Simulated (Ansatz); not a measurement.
# twin(10-12) boundary in hcp Co with Pd (substitutional): structure and resistance, part 2 of 2

Aim: the relaxed structure and the specific resistance of the twin(10-12) boundary in hcp Co with Pd (substitutional).

Ansatz 0.2.0; Ansatz plane-wave DFT, PBE, PAW files, collinear spin; relaxation of a bicrystal slab with its lowest layers held; PAW set soft_1 (the session's first sound run).

So far. Step 2 (Relaxing the bicrystal): The largest force component on a free atom ends at 0.0067 eV/Å, under the tolerance of 0.03, after 5 steps.

## 3. Transmission across the boundary

Bulk layers of each grain are laid under and over the relaxed boundary, and a lead is named in the middle of each, away from the free faces. The mesh across the current, 12×24, is finer than the density's, because channels open and close sharply across the zone. Energies from -0.1 to 0.1 eV in steps of 0.05 eV are too few for the program's thermal sum, so it prints no conductance; for a metal the transmission near the Fermi level serves, at a fraction of the cost.

This step: Ansatz plane-wave DFT, PBE, PAW files, collinear spin; ballistic transport by layer matching (Landauer), zero bias; boundary relaxed in a short slab, bulk layers laid on; PAW set soft_1 (Ansatz 0.2.0).

System of this step: twin(10-12) boundary in hcp Co with Pd (substitutional). The cell holds 59 atoms: 58 Co and 1 Pd. Cell: a = 5.963 Å, b = 2.505 Å, c = 51.813 Å, α = 90.0°, β = 90.0°, γ = 90.0°. It derives from Co. Regions: lower grain, 24 atoms (24 Co); boundary, 15 atoms (14 Co and 1 Pd); upper grain, 20 atoms (20 Co). Vacuum lies along c.

input.yaml reads:

```yaml
crystal:
  lattice:
    - [5.9626723849, 0.0, 0.0]
    - [0.0, 2.5054, 0.0]
    - [0.0, 0.0, 51.8129766192]
  atoms:
    - { symbol: Co, position: [4.7224164196, -6.5833333333, 0.0772007374], spin: 2.0 }
    - { symbol: Co, position: [4.0458645788, -7.0833333334, 0.0963470844], spin: 2.0 }
    - { symbol: Co, position: [4.4575886583, -6.0833333333, 0.105920258], spin: 2.0 }
    - { symbol: Co, position: [3.7810368174, -6.5833333334, 0.1250666051], spin: 2.0 }
    - { symbol: Co, position: [4.192760897, -5.5833333333, 0.1346397786], spin: 2.0 }
    - { symbol: Co, position: [3.5162090561, -6.0833333334, 0.1537861257], spin: 2.0 }
    - { symbol: Co, position: [3.9279331357, -5.0833333333, 0.1633592992], spin: 2.0 }
    - { symbol: Co, position: [3.2513812948, -5.5833333334, 0.1825056463], spin: 2.0 }
    - { symbol: Co, position: [3.6631053744, -4.5833333333, 0.1920788198], spin: 2.0 }
    - { symbol: Co, position: [2.9865535335, -5.0833333334, 0.2112251669], spin: 2.0 }
    - { symbol: Co, position: [3.3982776131, -4.0833333333, 0.2207983404], spin: 2.0 }
    - { symbol: Co, position: [2.7217257722, -4.5833333334, 0.2399446875], spin: 2.0 }
    - { symbol: Co, position: [3.1334498518, -3.5833333333, 0.249517861], spin: 2.0 }
    - { symbol: Co, position: [2.4568980109, -4.0833333334, 0.2686642081], spin: 2.0 }
    - { symbol: Co, position: [2.8686220905, -3.0833333333, 0.2782373817], spin: 2.0 }
    - { symbol: Co, position: [2.1920702496, -3.5833333334, 0.2973837287], spin: 2.0 }
    - { symbol: Co, position: [2.6037943292, -2.5833333333, 0.3069569023], spin: 2.0 }
    - { symbol: Co, position: [1.9272424883, -3.0833333334, 0.3261032494], spin: 2.0 }
    - { symbol: Co, position: [2.3389665678, -2.0833333333, 0.3356764229], spin: 2.0 }
    - { symbol: Co, position: [1.662414727, -2.5833333334, 0.35482277], spin: 2.0 }
    - { symbol: Co, position: [2.0741388065, -1.5833333333, 0.3643959435], spin: 2.0 }
    - { symbol: Co, position: [1.3975869657, -2.0833333334, 0.3835422906], spin: 2.0 }
    - { symbol: Co, position: [1.8093110452, -1.0833333333, 0.3931154641], spin: 2.0 }
    - { symbol: Co, position: [1.1327592044, -1.5833333334, 0.4122618112], spin: 2.0 }
    - { symbol: Co, position: [0.5444832839, 0.4166666667, 0.4218349847], spin: 2.0 }
    - { symbol: Co, position: [0.8679314431, 0.9166666667, 0.4409813318], spin: 2.0 }
    - { symbol: Co, position: [0.2775757485, 0.9166666667, 0.4505391285], spin: 2.0 }
    - { symbol: Co, position: [0.5971192639, 0.4166666667, 0.4684996568], spin: 2.0 }
    - { symbol: Co, position: [0.0101763835, 0.4166666667, 0.4785655992], spin: 2.0 }
    - { symbol: Co, position: [0.3398769797, 0.9166666667, 0.4978973245], spin: 2.0 }
    - { symbol: Co, position: [0.7312140057, 0.9166666667, 0.5057419203], spin: 2.0 }
    - { symbol: Pd, position: [0.0683497464, 0.4166666667, 0.5286477837] }
    - { symbol: Co, position: [0.7310834328, 0.9166666667, 0.5515841669], spin: 2.0 }
    - { symbol: Co, position: [0.3400678085, 0.9166666667, 0.5593099057], spin: 2.0 }
    - { symbol: Co, position: [0.0097981832, 0.4166666667, 0.5788110042], spin: 2.0 }
    - { symbol: Co, position: [0.5968695186, 0.4166666667, 0.5888583931], spin: 2.0 }
    - { symbol: Co, position: [0.2772688609, 0.9166666667, 0.6065971689], spin: 2.0 }
    - { symbol: Co, position: [0.8665414049, 0.9166666667, 0.6163816056], spin: 2.0 }
    - { symbol: Co, position: [0.5426402804, 0.4166666667, 0.6356801603], spin: 2.0 }
    - { symbol: Co, position: [1.1311426835, -1.5833333334, 0.64517723], spin: 2.0 }
    - { symbol: Co, position: [1.8076945244, -1.0833333333, 0.6643235771], spin: 2.0 }
    - { symbol: Co, position: [1.3959704448, -2.0833333334, 0.6738967506], spin: 2.0 }
    - { symbol: Co, position: [2.0725222857, -1.5833333333, 0.6930430977], spin: 2.0 }
    - { symbol: Co, position: [1.6607982061, -2.5833333334, 0.7026162713], spin: 2.0 }
    - { symbol: Co, position: [2.337350047, -2.0833333333, 0.7217626183], spin: 2.0 }
    - { symbol: Co, position: [1.9256259674, -3.0833333334, 0.7313357919], spin: 2.0 }
    - { symbol: Co, position: [2.6021778083, -2.5833333333, 0.750482139], spin: 2.0 }
    - { symbol: Co, position: [2.1904537288, -3.5833333334, 0.7600553125], spin: 2.0 }
    - { symbol: Co, position: [2.8670055696, -3.0833333333, 0.7792016596], spin: 2.0 }
    - { symbol: Co, position: [2.4552814901, -4.0833333334, 0.7887748331], spin: 2.0 }
    - { symbol: Co, position: [3.1318333309, -3.5833333333, 0.8079211802], spin: 2.0 }
    - { symbol: Co, position: [2.7201092514, -4.5833333334, 0.8174943537], spin: 2.0 }
    - { symbol: Co, position: [3.3966610922, -4.0833333333, 0.8366407008], spin: 2.0 }
    - { symbol: Co, position: [2.9849370127, -5.0833333334, 0.8462138743], spin: 2.0 }
    - { symbol: Co, position: [3.6614888535, -4.5833333333, 0.8653602214], spin: 2.0 }
    - { symbol: Co, position: [3.249764774, -5.5833333334, 0.8749333949], spin: 2.0 }
    - { symbol: Co, position: [3.9263166148, -5.0833333333, 0.894079742], spin: 2.0 }
    - { symbol: Co, position: [3.5145925353, -6.0833333334, 0.9036529156], spin: 2.0 }
    - { symbol: Co, position: [4.1911443761, -5.5833333333, 0.9227992626], spin: 2.0 }
magnetization:
  spin_polarized: true
kpoints:
  mp_grid: { grid: [5, 10, 1] }
hamiltonian:
  xc: pbe
  pseudopotentials: { kind: paw, azcp: { folder: soft_1 } }
scf:
  occupations: { method: fermi_dirac, width: 0.1 }
output:
  transmission:
    leads: [[14, 16], [45, 47]]
    kmesh: [12, 24]
    e_range: [-0.1, 0.1]
    de: 0.05
  write_potential: true
  write_density: true
  volumetric_format: npy
  elf: true
```

Started as:

```bash
ansatz run input.yaml --threads 4 --pin off --max-ram 15360MiB --backend cpu --events-out ev --progress --plain --runs-dir out
```

Numbers of over 12 decimals in the logs are rounded to 6 here.

Log:

```text
[...]
Crystal: 59 atoms, lattice volume = 774.028 Å³
Basis set: ecut = 420 eV, 14987 PW (Γ)
Bands: 672, of which v1, the nominal top of the filled ones, is band 502 counted from 1 (501 counted from 0)
Symmetry: 2 space group operations
[...]
k-points: 18 of 50 (time reversal used)
[...]
Starting moments: Σ|m| = 116 μB on 58 of 59 sites
[...]
SCF iter   1: F=—  HF=-304272.472469 eV  |F-HF|=—  |Δ(HF+E_count)|=         —  Δρ=7.19e-2 (↑7.16e-2 ↓7.19e-2)  dr2=9.40e2  dr2_m=3.29e0  M=98.414 μB ∫|m|=103.070 μB  β_m=0.30  ethr=3.10e-3  ⟨swp⟩=6.1  Hψ=89158  notcnv=0  defer=2630
[...]
SCF iter  17: F=-304284.472296 eV  HF=-304284.472296 eV  |F-HF|=2.70e-8  |Δ(HF+E_count)|=   2.99e-8  Δρ=1.03e-6 (↑4.31e-7 ↓1.03e-6)  dr2=3.25e-8  dr2_m=1.65e-9  M=96.975 μB ∫|m|=106.327 μB  ethr=8.80e-12  ⟨swp⟩=10.3  Hψ=125773  notcnv=0
SCF 1 converged in 17 iterations: F = -304284.472296 eV  dr2 = 3.25e-8
[...]
transmission: 700 of 6916 steps passed
transmission: 1384 of 6916 steps passed
[...]
transmission: 6916 of 6916 steps passed
WARN: The input density's exchange-correlation potential varies sharply where the density is thin. Do not read a vacuum level from v_tot or v_xc, or from such a field of the output density. On a cell that repeats whose density bears no net charge and no dipole along the vacuum's axis use v_es (v_loc + v_h of the components); under efield.dipole_correction with no amplitude use v_es + v_field, which holds any external [...]
some or all of what a close reads of its open shells is tried by no SCF: some or all of their fillings by name were not asked, since the model of its bands would take too long in so large a cell. Whether a lower state lies along it is not known (a run that goes on reads the state that it goes on from)
SCF converged after 17 iterations
the last check of whether an eigenvalue changes by more than its tolerance under the output density was not made (no_room)
Magnetization: 96.9753 μB (550.4877 up, 453.5123 down)
Absolute magnetization: 106.4264 μB (∫|ρ↑−ρ↓|, with the PAW one-centre terms)
[...]
Per-site moments (μB) at R_I (Å): [(1.899229, 1.033141), (1.857923, 1.033141), (1.809353, 1.033141), (1.751577, 1.033141), (1.699415, 1.033141), (1.725113, 1.033141), (1.717924, 1.033141), (1.714356, 1.033141), (1.717018, 1.033141), (1.715344, 1.033141), (1.714985, 1.033141), (1.718251, 1.033141), (1.714587, 1.033141), (1.715888, 1.033141), (1.717583, 1.033141), (1.716113, 1.033141), (1.715609, 1.033141), (1.715855,  [...]
Free energy (F): -304284.472296 eV
[...]
Internal energy: -304282.515404 eV  (E = F + TS)
E sigma→0 (E₀):  -304283.493850 eV
Entropy (-TS):   -1.956892 eV (-33.168 meV/atom)
Fermi energy:    14.917209 eV
[...]
--- Band table (eV; the first three rows and the last of 36) ---
  k-point 0 ↑: bands = [... 498 lower, 13.7665, 13.7866, 13.7988, 13.8002, 13.8205, 13.8297, 13.8377, 13.8407, ... 166 higher]
  k-point 1 ↑: bands = [... 498 lower, 13.7736, 13.7977, 13.8218, 13.8342, 13.8500, 13.8543, 13.8657, 13.8672, ... 166 higher]
  k-point 2 ↑: bands = [... 498 lower, 13.7866, 13.8054, 13.8124, 13.8255, 13.8439, 13.8592, 13.8678, 13.8757, ... 166 higher]
  k-point 17 ↓: bands = [... 498 lower, 16.1243, 16.1318, 16.1354, 16.1439, 16.1467, 16.1507, 16.1546, 16.1623, ... 166 higher]
--- Transmission ---
  basis      : 127 plane waves across, 38 finite elements along
  points     : 91, standing for a mesh of 12 x 24
  energies   : 5 from -0.100000 to 0.100000 eV about the Fermi level, 0.050000 eV apart; the leads are filled to 0.000000 eV, and channels, transmission and decay are at 0.000000 eV
  crystal 0  : Co4, at the sites [14, 16], period 2.9761 Å, over 19.34 Å; its Hamiltonian steps by up to 17.5 meV
    offset         : up to 0.0000 Å between an atom of the period and one for which it stands
    channels       : 1.770833e0 up, 3.170139e0 down
    conductance    : none, the energies end too early or step too widely for 300 K: set another output.transmission.e_range or a lower de, or, where they end at an eighth of basis.ecutwfc, a higher one
    slowest decay  : 0.1072 /Å at (0.2500, 0.4583)
[...]
channels       : 1.770833e0 up, 3.170139e0 down
[...]
slowest decay  : 0.1073 /Å at (0.2500, 0.4583)
  junction   : crystal 0 to crystal 1, 14.37 to 37.44 Å
    transmission   : 1.558246e0 up, 1.277089e0 down
[...]
```

Run time: 1.6 h. Hardware: 4 threads of Arm Neoverse V1, shared host; peak memory 10 GiB.

This step gave:

```yaml
free_energy: -304284.4723 eV
energy_at_zero_smearing: -304283.4939 eV
fermi_energy: 14.92 eV
magnetization: 96.98 μB
absolute_magnetization: 106.4 μB
cell_area: 14.94 Å²
transmission_spin_up: 1.558
transmission_spin_down: 1.277
open_channels_spin_up: 1.771
open_channels_upper_lead_spin_up: 1.771
open_channels_spin_down: 3.170
open_channels_upper_lead_spin_down: 3.170
step_of_the_lead_s_potential: 17.5 meV
step_of_the_upper_lead_s_potential: 17.5 meV
```

Per spin. Table of transmission, zone mean by energy, zero at the Fermi level:

```tsv
energy (eV)	T up	T down
-0.1000	1.54	1.20
-0.0500	1.53	1.24
0.0000	1.56	1.28
0.0500	1.57	1.29
0.1000	1.59	1.35
```

Per spin. The open channels, zone mean by energy, zero at the Fermi level:

```tsv
energy (eV)	lead up	upper lead up	lead down	upper lead down
-0.1000	1.74	1.74	3.12	3.12
-0.0500	1.76	1.76	3.14	3.14
0.0000	1.77	1.77	3.17	3.17
0.0500	1.77	1.77	3.19	3.19
0.1000	1.81	1.81	3.25	3.25
```

Transmission over k1 and k2. At 0.0000 eV from the Fermi level, spin up.

Ten even steps from '0' (0.00) to '9' (2.66):
```
000000000000
554300000345
666663336666
776663336667
777666366677
777766366777
777766866777
777776867777
777778987777
777778887777
677798789777
667698689676
677798789777
777778887777
777778987777
777776867777
777766866777
777766366777
777666366677
776663336667
666663336666
554300000345
000000000000
000000000000
```
Columns: k1 (b1) from -0.5 to 0.417; rows upwards: k2 (b2) from -0.5 to 0.458.

Open channels over k1 and k2. At 0.0000 eV from the Fermi level, spin up.

Ten even steps from '_' (0.00) to '@' (4.00):
```
________________________
++++++++::::::::::++++++
++++++++++::::::++++++++
++++++++++::::::++++++++
++++++++++++::++++++++++
++++++++++++::++++++++++
++++++++++++##++++++++++
++++++++++++##++++++++++
++++++++++######++++++++
++++++++++######++++++++
++++++++##########++++++
++++++++####@@####++++++
++++++++##########++++++
++++++++++######++++++++
++++++++++######++++++++
++++++++++++##++++++++++
++++++++++++##++++++++++
++++++++++++::++++++++++
++++++++++++::++++++++++
++++++++++::::::++++++++
++++++++++::::::++++++++
++++++++::::::::::++++++
________________________
________________________
```
Columns: k1 (b1) from -0.5 to 0.417; rows upwards: k2 (b2) from -0.5 to 0.458.

Transmission over k1 and k2. At 0.0000 eV from the Fermi level, spin down.

Ten even steps from '_' (0.02) to '@' (3.62):
```
....::====**##**====::..
::..__--++==++==++--__..
::::..__::::::::::__..::
--==::--------------::==
____::--------------::__
::::==::::::..::::::==::
....::--::......::--::..
==::--==--......--==--::
======----::..::----====
++++++==----::----==++++
%%##==++++::::::++++==##
%%##******++++++******##
%%##==++++::::::++++==##
++++++==----::----==++++
======----::..::----====
==::--==--......--==--::
....::--::......::--::..
::::==::::::..::::::==::
____::--------------::__
--==::--------------::==
::::..__::::::::::__..::
::..__--++==++==++--__..
....::====**##**====::..
..__====::++@@++::====__
```
Columns: k1 (b1) from -0.5 to 0.417; rows upwards: k2 (b2) from -0.5 to 0.458.

Open channels over k1 and k2. At 0.0000 eV from the Fermi level, spin down.

Ten even steps from '0' (2.00) to '9' (8.00):
```
001303630310
000131313100
000000000000
000011111000
000011111000
000011311000
011133133111
013331113331
033331113333
333331113333
953551115535
965551115556
953551115535
333331113333
033331113333
013331113331
011133133111
000011311000
000011111000
000011111000
000000000000
000131313100
001303630310
003303630330
```
Columns: k1 (b1) from -0.5 to 0.417; rows upwards: k2 (b2) from -0.5 to 0.458.

Slowest decay crystal 1 over k1 and k2. At 0.0000 eV from the Fermi level, spin up.

Ten even steps from '0' (0.000) to '9' (0.351):
```
643333533334
000000000000
000000000000
000000000000
000000000000
000000000000
000000000000
000000000000
000000000000
000000000000
000000000000
000000000000
000000000000
000000000000
000000000000
000000000000
000000000000
000000000000
000000000000
000000000000
000000000000
000000000000
643333533334
986545754568
```
Columns: k1 (b1) from -0.5 to 0.417; rows upwards: k2 (b2) from -0.5 to 0.458.

Spin density in the ca plane at fractional y = 0.417, with atoms of Co and Pd within 0.2 Å of it.

Ten even steps from '0' (0.0 e/Å³) to '9' (4.8 e/Å³), each cell a mean:
```
00000000000000003300000000000024100000000000
00000000000000000000000000000000000000000000
00000000000000000000000000000000000000000000
00000000000000000000000000000000000000000000
10000000000000000000000000000000000000000000
20000000110000262000000000000001530000010000
00000001650000384000000000000002850000372000
00000001651000011000000000000000110000383000
00000000110000000000000000000000000000010000
00000000000000000000000000000000000000000000
00000000000000000000000000000000000000000000
00000000000000000000000000000000000000000000
00000013100000000000000000000000000000002200
32000039400000000000000000000000000000028610
95000024200000002200000000000013100000014300
42000000000000018810000000000059300000000000
```
Columns run along c (16.0 Å, from fractional 0.36 to 0.67 of the cell), rows up along a (6.0 Å). Atoms in or near the plane, at fractional coordinates: Co at (0.36, 0.07), Co at (0.41, 0.13), Co at (0.42, 0.54), Co at (0.47, 0.60), Co at (0.48, 0.01), Pd at (0.53, 0.07), Co at (0.58, 0.01), Co at (0.59, 0.60), Co at (0.64, 0.54), Co at (0.65, 0.13).

Valence density in the ca plane at fractional y = 0.417, with atoms of Co and Pd within 0.2 Å of it. It is the smooth field of the valence electrons, not physical close to the nuclei.

Values in e/Å³, 9 rows by 16 columns, each cell a mean:
```
 1  0  0  0  0  2  6  0  2  1  1  7  0  0  0  0
 0  0  0  0  0  0  0  0  0  0  0  0  0  0  0  0
 3  0  0  1  0  3  1  0  0  0  0  2  2  0  1  0
 2  0  3 13  1 21  2  0  0  0  0 15  9  2 14  0
 0  0  3 11  0  3  1  0  0  0  0  2  1  1 12  0
 0  0  0  1  0  0  0  0  0  0  0  0  0  0  1  0
 0  0  2  1  0  0  0  0  0  0  0  0  0  0  1  1
 8  0 19  3  0  1  1  0  6  2  0  1  0  0 16  6
16  0  5  1  0  5 16  1  9  4  2 19  1  0  5  2
```
Columns run along c (16.0 Å, from fractional 0.36 to 0.67 of the cell), rows up along a (6.0 Å). Atoms in or near the plane, at fractional coordinates: Co at (0.36, 0.07), Co at (0.41, 0.13), Co at (0.42, 0.54), Co at (0.47, 0.60), Co at (0.48, 0.01), Pd at (0.53, 0.07), Co at (0.58, 0.01), Co at (0.59, 0.60), Co at (0.64, 0.54), Co at (0.65, 0.13).

ELF in the ca plane at fractional y = 0.417, with atoms of Co and Pd within 0.2 Å of it. It is the smooth field of the valence electrons, not physical close to the nuclei.

Values, 9 rows by 16 columns, each cell a mean:
```
0.23 0.32 0.25 0.28 0.28 0.26 0.33 0.25 0.33 0.29 0.24 0.37 0.26 0.28 0.24 0.29
0.28 0.28 0.28 0.28 0.30 0.27 0.26 0.29 0.26 0.27 0.30 0.23 0.31 0.28 0.28 0.27
0.28 0.29 0.26 0.22 0.29 0.28 0.26 0.26 0.26 0.25 0.29 0.26 0.25 0.29 0.21 0.29
0.25 0.28 0.27 0.45 0.23 0.56 0.27 0.29 0.21 0.23 0.28 0.45 0.37 0.26 0.47 0.23
0.27 0.28 0.27 0.41 0.25 0.27 0.25 0.28 0.16 0.21 0.30 0.25 0.25 0.27 0.44 0.25
0.28 0.28 0.28 0.25 0.31 0.26 0.28 0.25 0.20 0.23 0.26 0.26 0.29 0.29 0.23 0.32
0.23 0.31 0.24 0.26 0.27 0.28 0.28 0.29 0.26 0.27 0.29 0.27 0.27 0.30 0.24 0.25
0.37 0.23 0.52 0.28 0.29 0.24 0.22 0.27 0.37 0.33 0.25 0.22 0.27 0.25 0.47 0.33
0.49 0.24 0.31 0.24 0.29 0.30 0.48 0.24 0.33 0.34 0.24 0.54 0.23 0.26 0.30 0.26
```
Columns run along c (16.0 Å, from fractional 0.36 to 0.67 of the cell), rows up along a (6.0 Å). Atoms in or near the plane, at fractional coordinates: Co at (0.36, 0.07), Co at (0.41, 0.13), Co at (0.42, 0.54), Co at (0.47, 0.60), Co at (0.48, 0.01), Pd at (0.53, 0.07), Co at (0.58, 0.01), Co at (0.59, 0.60), Co at (0.64, 0.54), Co at (0.65, 0.13).

Nearest the Fermi level spin up passes 1.56 of 1.77 channels of the lower lead and spin down 1.28 of 3.17.

## 4. Specific resistance

This step: Ansatz plane-wave DFT, PBE, PAW files, collinear spin; ballistic transport by layer matching (Landauer), zero bias; specific resistance of the boundary; PAW set soft_1 (Ansatz 0.2.0).

Numbers from this step:

```yaml
area_resistance: 0.2551 fΩ m²
t_over_the_leads_mean_channel_count: 0.5720
spin_asymmetry_gamma: 0.7198 (R down - R up) / (R down + R up)
```

Averaged over the energies near the Fermi level, 57.2 % of the channels pass, which makes 0.255 fΩ m².

By hand, with means over the energies near the Fermi level: RA per spin = A (h/e²)(1/T − ½[1/N₁ + 1/N₂]); spin up: 14.94×10⁻²⁰ m² × 25 813 Ω × (1/1.559 − ½[1/1.771 + 1/1.771]) = 0.297 fΩ m²; spin down: 14.94×10⁻²⁰ m² × 25 813 Ω × (1/1.270 − ½[1/3.174 + 1/3.174]) = 1.82 fΩ m². The spins conduct in parallel, so 1/RA = 1/0.297 + 1/1.82 and RA = 0.255 fΩ m²; γ = (1.82 − 0.297)/(1.82 + 0.297) = 0.72.

## 5. Results

| Quantity | Value |
| --- | --- |
| specific resistance of the boundary | 0.255 fΩ m² |
| share of channels that pass | 0.572 |

The boundary has a specific resistance of 0.26 fΩ m². The boundary reflects 43 % of the channels; 0.26 fΩ m² is 2.6×10⁻¹² Ω·cm². One Pd in 14.9 Å² of boundary is a high coverage. Each plane of this narrow cell holds one atom, so the solute fills a whole plane. One starting structure was relaxed; another shift or atom count at the boundary may lie lower. One magnetic start was tried, and the two spins conduct in parallel without mixing.

[Logs are printed without paths, hosts, clocks, repeated set-up lines and the standing remarks that a program may print on its own settings, such as how far it seeks lower states.]

[Hosts, paths, dates, database ids (printed as entryN), source tags and the programs' standing remarks are cut or masked in the printed files.]
